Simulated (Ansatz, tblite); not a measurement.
CaO: GFN2-xTB, run from Python

These are simulated results from tblite 0.8.0, not measurements. The cell was built from a prototype and was relaxed with r2SCAN in plane waves (Ansatz 0.2.0). Not every such cell is a known phase. All runs are without spin polarisation.

It is cubic, Pm-3m (No. 221); conventional cell a = 2.903 Å, 12.24 Å³ an atom. Around Ca lie 8 O at 2.51 Å; around O lie 8 Ca at 2.51 Å.

tblite solves periodic systems at the zone centre alone, so the script builds a cluster of 3×3×3 conventional cells (54 atoms), which folds in a coarse mesh of k points.

run.py reads:

```python
import json
from ase import Atoms
from ase.build import make_supercell
from ase.units import Bohr, GPa, Hartree
from tblite.interface import Calculator

atoms = Atoms(['Ca', 'O'],
              cell=[[2.903209, 0.0, 0.0], [-0.0, 2.903209, 0.0], [0.0, 0.0, 2.903209]],
              scaled_positions=[[0.0, -0.0, 0.0], [0.5, 0.5, 0.5]],
              pbc=True)
cluster = make_supercell(atoms, [[3, 0, 0], [0, 3, 0], [0, 0, 3]])
calc = Calculator('GFN2-xTB', cluster.numbers, cluster.positions / Bohr, lattice=cluster.cell[:] / Bohr, periodic=cluster.pbc)
calc.set('temperature', 0.02 / Hartree)
calc.set('max-iter', 150)
res = calc.singlepoint()
levels = res.get('orbital-energies') * Hartree
nv = round(res.get('orbital-occupations').sum() / 2)
cells = len(cluster) // len(atoms)
out = {'energy_per_cell': res.get('energy') * Hartree / cells, 'homo': levels[nv - 1], 'lumo': levels[nv],
       'stress': (-res.get('virial') * Hartree / cluster.get_volume() / GPa).tolist(), 'charges': res.get('charges')[:len(atoms)].tolist(), 'electrons': 2 * nv / cells}
json.dump(out, open('results.json', 'w'))
for key, value in out.items():
    print(key, value)
```

Command: `python run.py`. It took 8 s on 1 thread of Arm Neoverse V1, with other jobs on the host, peak memory 0.11 GiB.

What it printed:

```
------------------------------------------------------------
  cycle        total energy    energy error   density error
------------------------------------------------------------
      1     -105.6389653667  -1.0619904E+02   5.5885225E-01
      2     -121.5505280050  -1.5911563E+01   2.4450873E-01
      3     -123.5509665914  -2.0004386E+00   8.4179207E-02
      4     -123.4529499370   9.8016654E-02   7.1608554E-02
      5     -120.8735081936   2.5794417E+00   1.7428529E-01
      6     -123.7350356218  -2.8615274E+00   5.4511010E-02
      7     -123.5434318140   1.9160381E-01   6.7673612E-02
      8     -123.7103499655  -1.6691815E-01   5.4478258E-02
      9     -124.0114432883  -3.0109332E-01   1.0602652E-02
     10     -124.0215228585  -1.0079570E-02   2.2862221E-03
     11     -124.0221137131  -5.9085456E-04   2.3312995E-04
     12     -124.0221138211  -1.0801300E-07   1.7551476E-04
     13     -124.0221142585  -4.3735470E-07   3.5297554E-05
     14     -124.0221143836  -1.2513199E-07   7.4626468E-06
------------------------------------------------------------

 total:                                   7.280 sec
energy_per_cell -124.99309740927067
homo -12.967549191164165
lumo -12.802640056734251
stress [[-18.56393626180422, -2.8750146487138156e-06, -2.8750214376567306e-06], [-2.8750146482444675e-06, -18.56393626181355, -2.8750176617926657e-06], [-2.875021437735039e-06, -2.87501766189969e-06, -18.563936261791632]]
charges [0.5029634430895566, -0.5029704715633148]
electrons 8.0
```

The cycle table is in hartree for the whole cluster, and the lines after it are in eV (the energy for one cell). The printed stress is in GPa and positive in compression, and the pressure is its mean diagonal.

GFN2-xTB gives a gap of 0.16 eV. On the same cell, plane-wave PBE (Ansatz, 8×8×8 k points and the special points) gives a gap of 2.77 eV and r2SCAN a gap of 3.28 eV; on shared hosts these took about 1.1 and 2.6 core-seconds on the 2-atom cell, against 8 for the script. Semilocal gaps usually lie below measured ones. xTB was fitted to molecules, so gaps, charges and pressures of solids can be far off, and the gap also depends on the size of the cluster.

The same script was run on cells scaled at fixed shape and fractional coordinates:

```csv
volume (Å³/atom),energy (meV/atom),"pressure (GPa, positive in compression)",gap (eV)
10.77,-132.3,-8.23,0.86
11.50,-77.7,-14.99,0.49
12.24,0.0,-18.56,0.16
12.97,86.6,-18.78,0.00
13.70,172.7,-18.96,0.00
```

The minimum lies beyond the smallest of these volumes.

xTB was fitted mostly to molecules, and a small cluster samples few k points, so gaps, pressures and kinks along a curve can be far from a solid's.
